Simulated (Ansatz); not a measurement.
# A Cl–Cl split interstitial in rocksalt KCl, 65 atoms, charge −1

How does the host give way around this defect, and what happens to the levels at the gap? The levels of theory are PBEsol, HSE06 and r²SCAN.

All numbers are computed with Ansatz 0.2.0 (PAW, plane waves).

## Step 1: The starting cell

65 atoms (33 Cl, 32 K); a = 12.487 Å, b = 12.487 Å, c = 12.487 Å, α = 90.00°, β = 90.00°, γ = 90.00°. All atoms were shaken off their sites by about 0.02 Å along each axis. Defect site 1: (0.250, 0.500, 0.500).

Steps to follow: (2) PBEsol relaxation at the single k point (¼, ¼, ¼), on 1 × NVIDIA GB200 with 8 threads of Arm Neoverse-V2; (3) HSE06 single point at the single k point (¼, ¼, ¼), on 1 × NVIDIA GB200 with 8 threads of Arm Neoverse-V2; (4) r²SCAN single point at the single k point (¼, ¼, ¼), on 1 × NVIDIA GB200 with 8 threads of Arm Neoverse-V2.

## Step 2: PBEsol relaxation in the fixed cell

Input file in.yaml:

```yaml
crystal:
  lattice:
    - [12.487268, 0.000000, 0.000000]
    - [0.000000, 12.487268, 0.000000]
    - [0.000000, 0.000000, 12.487268]
  atoms:
    - { symbol: Cl, position: [0.250642, 0.997388, 0.999850] }
    - { symbol: Cl, position: [0.253409, 0.001881, 0.500618] }
    - { symbol: Cl, position: [0.250854, 0.497717, 0.000503] }
    - { symbol: Cl, position: [0.185459, 0.441120, 0.501508] }
    - { symbol: Cl, position: [0.746612, 0.000792, 0.999677] }
    - { symbol: Cl, position: [0.751291, 0.999756, 0.498602] }
    - { symbol: Cl, position: [0.749526, 0.498409, 0.003659] }
    - { symbol: Cl, position: [0.748151, 0.499905, 0.500097] }
    - { symbol: Cl, position: [0.999186, 0.247637, 0.999646] }
    - { symbol: Cl, position: [0.000143, 0.250376, 0.500109] }
    - { symbol: Cl, position: [0.000558, 0.750827, 0.997127] }
    - { symbol: Cl, position: [0.998502, 0.750601, 0.500302] }
    - { symbol: Cl, position: [0.500867, 0.249892, 0.999338] }
    - { symbol: Cl, position: [0.500748, 0.248514, 0.502504] }
    - { symbol: Cl, position: [0.497220, 0.753392, 0.001772] }
    - { symbol: Cl, position: [0.500587, 0.752651, 0.499539] }
    - { symbol: Cl, position: [0.997303, 0.999493, 0.250127] }
    - { symbol: Cl, position: [0.001409, 0.002666, 0.748174] }
    - { symbol: Cl, position: [0.001067, 0.499077, 0.252701] }
    - { symbol: Cl, position: [0.997702, 0.498463, 0.751707] }
    - { symbol: Cl, position: [0.500040, 0.000117, 0.250281] }
    - { symbol: Cl, position: [0.503153, 0.001315, 0.752120] }
    - { symbol: Cl, position: [0.498944, 0.500816, 0.250558] }
    - { symbol: Cl, position: [0.499648, 0.501889, 0.749611] }
    - { symbol: Cl, position: [0.249293, 0.253251, 0.250780] }
    - { symbol: Cl, position: [0.248778, 0.249637, 0.749941] }
    - { symbol: Cl, position: [0.252518, 0.749532, 0.247587] }
    - { symbol: Cl, position: [0.246310, 0.747959, 0.749761] }
    - { symbol: Cl, position: [0.749578, 0.250781, 0.250221] }
    - { symbol: Cl, position: [0.752671, 0.248189, 0.754237] }
    - { symbol: Cl, position: [0.750844, 0.751139, 0.250276] }
    - { symbol: Cl, position: [0.749885, 0.750256, 0.751382] }
    - { symbol: Cl, position: [0.310934, 0.563550, 0.500129] }
    - { symbol: K, position: [0.997565, 0.998603, 0.999507] }
    - { symbol: K, position: [0.002568, 0.000475, 0.497700] }
    - { symbol: K, position: [0.998381, 0.501299, 0.002810] }
    - { symbol: K, position: [0.000620, 0.499769, 0.501914] }
    - { symbol: K, position: [0.496300, 0.000852, 0.000046] }
    - { symbol: K, position: [0.500035, 0.001564, 0.501520] }
    - { symbol: K, position: [0.503312, 0.498662, 0.000647] }
    - { symbol: K, position: [0.500755, 0.501488, 0.500574] }
    - { symbol: K, position: [0.247405, 0.250778, 0.000888] }
    - { symbol: K, position: [0.249993, 0.249912, 0.502804] }
    - { symbol: K, position: [0.249867, 0.749613, 0.998264] }
    - { symbol: K, position: [0.250684, 0.750874, 0.500811] }
    - { symbol: K, position: [0.747944, 0.250572, 0.999750] }
    - { symbol: K, position: [0.749889, 0.249304, 0.500253] }
    - { symbol: K, position: [0.751192, 0.749784, 0.999285] }
    - { symbol: K, position: [0.750666, 0.748322, 0.499422] }
    - { symbol: K, position: [0.252686, 0.998795, 0.250488] }
    - { symbol: K, position: [0.247002, 0.001564, 0.750241] }
    - { symbol: K, position: [0.251093, 0.500169, 0.247594] }
    - { symbol: K, position: [0.252444, 0.501289, 0.753109] }
    - { symbol: K, position: [0.748869, 0.000952, 0.249196] }
    - { symbol: K, position: [0.748983, 0.001931, 0.747066] }
    - { symbol: K, position: [0.751106, 0.498993, 0.249361] }
    - { symbol: K, position: [0.747099, 0.500854, 0.750364] }
    - { symbol: K, position: [0.996605, 0.252676, 0.250958] }
    - { symbol: K, position: [0.000625, 0.250339, 0.748669] }
    - { symbol: K, position: [0.002803, 0.749480, 0.248401] }
    - { symbol: K, position: [0.000731, 0.746779, 0.752162] }
    - { symbol: K, position: [0.499385, 0.249210, 0.248835] }
    - { symbol: K, position: [0.499630, 0.247374, 0.748977] }
    - { symbol: K, position: [0.497868, 0.749631, 0.251614] }
    - { symbol: K, position: [0.501131, 0.754001, 0.751123] }
  symmetry: { detect: false }
kpoints:
  mp_grid: { grid: [1, 1, 1], shift: [0.25, 0.25, 0.25] }
hamiltonian:
  xc: pbesol
total_charge: -1
scf:
  occupations: { method: fermi_dirac, width: 0.01 }
relax:
  f_tol: 0.03
  max_steps: 80
  escape_saddle: false
  adjacent_minimum: "off"
output:
  forces: true
  eigenvalues: true
  populations: true
  charged_corrections: { epsilon: 4.9 }
```

Run with:

```console
> ansatz run in.yaml --threads 8 --pin off --max-ram 118750MiB --runs-dir r --events-out ev --progress --plain --backend cuda --devices 0, --max-vram 170GiB
```

After this run come: HSE06 on the final geometry; r²SCAN single point.

**Question.** What will these runs give? Wanted: for each run, top filled to lowest empty.

**Answer**, as computed:

| level | time | top filled to lowest empty (eV) |
| --- | --- | --- |
| PBEsol, relaxation | 15 s (GPU) | 4.17 |
| HSE06 | 23 s (GPU) | 5.55 |
| r²SCAN | 5.1 s (GPU) | 4.85 |

```
     quantity                              value
   relaxation  17 recorded steps, 4.11 eV gained
largest shift                      1.90 Å (Cl33)
```

**In words.** Relaxation gains 4.11 eV, with shifts up to 1.90 Å (Cl33). At the same k points, PBEsol gives a spacing 1.38 eV smaller and r²SCAN gives a spacing 0.70 eV smaller than the 5.55 eV of HSE06. In a defect cell this spacing can involve defect levels, so it need not be the gap. Exact exchange costs time: HSE06 ran about 4.6 times as long as r²SCAN on the same kind of device.
